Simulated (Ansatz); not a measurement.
# CuO under changes of volume

One of the cells (10.163 Å³/atom); the others are scaled copies at fixed shape and fractional positions:

```
Cu O
1.0
     2.34465   -1.71340    0.00000
     2.34465    1.71340    0.00000
    -0.86055    0.00000    5.05944
Cu O
2 2
Direct
  0.00320 0.49680 0.00000
  0.49680 0.00320 0.50000
  0.57140 0.40560 0.25370
  0.40560 0.57140 0.75370
```

- Program: Ansatz 0.2.0
- Functional: LDA
- Potentials or basis: Ansatz PAW
- Cutoff: 420 eV (not typed: the program's choice for these potentials)
- k mesh: 10 × 10 × 5
- Occupations: fermi-dirac, width 0.05 eV
- Spin: no spin polarisation

```tsv
volume (Å³/atom)	energy over the lowest point (meV/atom)	pressure (GPa)	largest force (eV/Å)
9.553	0.00	2.0	0.858
9.756	?	?	?
9.959	5.70	-6.1	0.794
10.163	15.73	-9.6	0.790
10.366	29.86	-12.6	0.792
10.569	47.62	-15.3	0.799
10.772	68.55	-17.7	0.809
```

Problem. What does the run at 9.756 Å³/atom give?

Solution. Energy over the lowest point 0.23 meV/atom; pressure -2.3 GPa; largest force 0.806 eV/Å.

Worked out: A Birch-Murnaghan fit of order 3 (a polynomial in V^(-2/3)) to the other rows has its minimum at 9.64 Å³/atom with B0 = V·E''(V) = 206 GPa and B' = 4.6 at fixed shape and positions, which overstates the stiffness. It gives 0.26 meV/atom at 9.756 Å³/atom, against the run's 0.23, and -dE/dV = -2.3 GPa, against -2.3.

Energies are extrapolated to zero smearing.

Caveats: the run has no spin polarisation, though such a crystal can be magnetic; the PAW data sets come from PBE, with cores solved anew for the run's functional, which leaves a small shift of forces and pressure.
